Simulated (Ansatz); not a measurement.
Reaction (ligand exchange at a Ge–C bond): `F[C](F)(F)[GeH3]` + `O[SiH](F)S` → `O[SiH](F)[S][GeH3]` + `FC(F)F`

Gas-phase electronic energies from Ansatz, PBE0-D4/def2-TZVP geometries. CCSD(T)/CBS is the MP2 limit (def2-TZVPP, def2-QZVPP) plus CCSD(T) − MP2 in def2-TZVPP, frozen cores. This one scheme is used for every species. Functionals use def2-TZVPP. HSE06 is defined as in plane-wave codes. For Ge outer-core shells are correlated without core-valence functions, which leaves a few kJ/mol of doubt a bond. Scalar relativity is left out up to krypton. One conformer a species, not always the lowest.

```tsv
level	ΔE (kJ/mol)
BLYP-D4	-81.4
r2SCANh-D4	-90.2
HSE06-D4	-93.4
ωB97M-V	-86.9
B2PLYP	-88.5
PBE	-80.3
LC-ωPBE	-84.7
CCSD/def2-SVP	-94.8
```

Question: What does CCSD(T)/CBS give? (An estimate is asked.)

Answer: Computed: -90.8 kJ/mol. The listed levels differ from it by 9.4, 0.6, -2.6, 3.9, 2.3, 10.5, 6.1, -4.0 kJ/mol.

Largest T1 diagnostic among the species: 0.012.

Leaving LDA and LC-ωPBE aside and taking each functional with its dispersion term where it has one, the values, not all of them listed here, spread over 17.5 kJ/mol, from BHLYP-D4 to BLYP-D4. The D4 term adds −6.5 kJ/mol with B3LYP and −3.7 kJ/mol with PBE0; it sums over pairs of atoms, weighted by their polarisabilities, and B3LYP, whose exchange is more repulsive, gets the larger term. At CCSD(T), def2-SVP lies −3.3 kJ/mol from the extrapolated value and def2-TZVPP −1.0 kJ/mol.

B3LYP here is the variant with VWN-RPA as its local correlation; programs differ in this.

CCSD(T)/CBS has its own doubt, a few kJ/mol and more with outer-core shells, so smaller differences from it don't rank the levels.
